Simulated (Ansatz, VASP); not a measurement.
Re in VASP and in Ansatz

```
CELL_PARAMETERS angstrom
2.55190 0.00000 0.00000
0.00000 2.55190 0.00000
0.00000 0.00000 2.55190
ATOMIC_POSITIONS crystal
Re 0.00000 0.00000 0.00000
```

Alike in both runs: functional PBEsol; k mesh 15 × 15 × 15; occupations fermi-dirac, width 0.1 eV; no spin polarisation.

Ansatz relaxed the structure, and its values are those at the end. VASP's run is a single point on that final structure, the one shown.

|  | VASP | Ansatz |
| --- | --- | --- |
| version | VASP 6.6.1 | Ansatz 0.2.0 |
| potentials or method | VASP PAW PBE potentials, release 64 (Re) | PAW with Ansatz's default frozen-core files, scalar-relativistic |
| plane-wave cutoff (eV) | 520 | 420 |
| valence electrons in the cell | 7 | 15 |

```csv
,VASP,Ansatz,Ansatz less VASP
pressure (GPa),-0.7,0.0,+0.76
```

The two sets of potentials don't hold the same shells in valence.

Caveats: the PAW data sets were made with another functional, which shifts forces and pressure a little (VASP). Spin-orbit coupling is left out, which matters for the levels of Re.
